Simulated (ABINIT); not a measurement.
Runs of ABINIT 10.8.3 (patched build) on PbS (Galena). Symmetry: Fm-3m, No. 225, cubic system. Conventional cell: a = 5.931 Å, b = 5.931 Å, c = 5.931 Å, α = 90.00°, β = 90.00°, γ = 90.00°. Around Pb (site symmetry m-3m) lie 6 S at 2.97 Å. S (site symmetry m-3m) is surrounded by 6 Pb at 2.97 Å. 

| share of exact exchange | gap on the mesh (eV) |
| --- | --- |
| 0.25 | (a) |
| 0.15 | 0.52 |
| 0.35 | 0.78 |
| 0.05 | 0.41 |

Alike in all rows: task single point; level HSE06; potentials or basis SPMS NC PBE v1.0; no spin polarisation; cell as given; k mesh 6 × 6 × 6; cutoff (eV) 490; smearing fermi-dirac 0.05 eV.

**Question.** Estimate the missing entries.

**Answer.** (a) 0.65.

Caveats: exact exchange is summed on a coarse mesh, which widens gaps by tenths of an eV; Libxc's HSE differs a little from that of other programs; spin-orbit coupling is left out, which as a rule narrows the gap of such compounds by several tenths of an eV.

A k mesh can miss the band edges, and the runs leave out spin-orbit coupling on Pb.
